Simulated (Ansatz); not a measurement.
Runs of Ansatz 0.2.0 on Te2Mo. It takes space group P6_3/mmc (No. 194, hexagonal). Conventional cell: a = 3.518 Å, b = 3.518 Å, c = 13.974 Å, α = 90.00°, β = 90.00°, γ = 120.00°. Te (site symmetry 3m) is surrounded by 3 Mo at 2.72 Å. Around Mo (site symmetry -6m2) lie 6 Te at 2.72 Å. 

```csv
task,level,potentials or basis,U,k mesh,cutoff (eV),points for each segment of the path,hubbard projectors,double counting,mesh quality,gap on the mesh (eV),pressure (GPa),largest force (eV/Å)
single point,BHLYP,Ansatz PAW,-,5 × 5 × 1,420,-,-,-,coarse,2.93,-,(b)
single point,PBE,Ansatz PAW,-,9 × 9 × 2,800,-,-,-,not flagged,0.78,2.9,0.17
band structure,r2SCAN,Ansatz PAW,-,9 × 9 × 2,500,14,-,-,not flagged,(a),2.2,0.08
band structure,r2SCAN+U,Ansatz PAW,Mo d U = 7 eV,9 × 9 × 2,500,14,ortho-atomic (the default),fll (the default),not flagged,0.32,5.3,0.27
band structure,PBE,Ansatz PAW polarizable,-,9 × 9 × 2,420,14,-,-,not flagged,0.78,2.9,0.17
```

Alike in all rows: no spin polarisation; cell as given; smearing fermi-dirac 0.05 eV.

Task: Fill in the values left out.

Result: (a) 0.89; (b) 0.61.

Caveats: some runs use coarse meshes; spin-orbit coupling is left out, which moves the levels of the heavy elements; the PAW data sets come from PBE, with cores solved anew for the run's functional, which leaves a small shift of forces and pressure (some runs); odd divisions of the mesh miss points on the zone boundary, where band edges often lie, so the gap on the mesh can be too wide (some runs); this functional lacks dispersion, which binds the layers, so the pressure and a relaxed spacing across them are unreliable (some runs); the k mesh misses the band edges, so the gap on the mesh is wider than the one along the path (some runs); the potentials were made for another functional, which shifts forces and pressure (some runs); the U is typed as a test and isn't derived for this compound (some runs).

A k mesh can miss the band edges, and the runs leave out spin-orbit coupling on Mo, Te.

Not every run made on this cell is shown here.
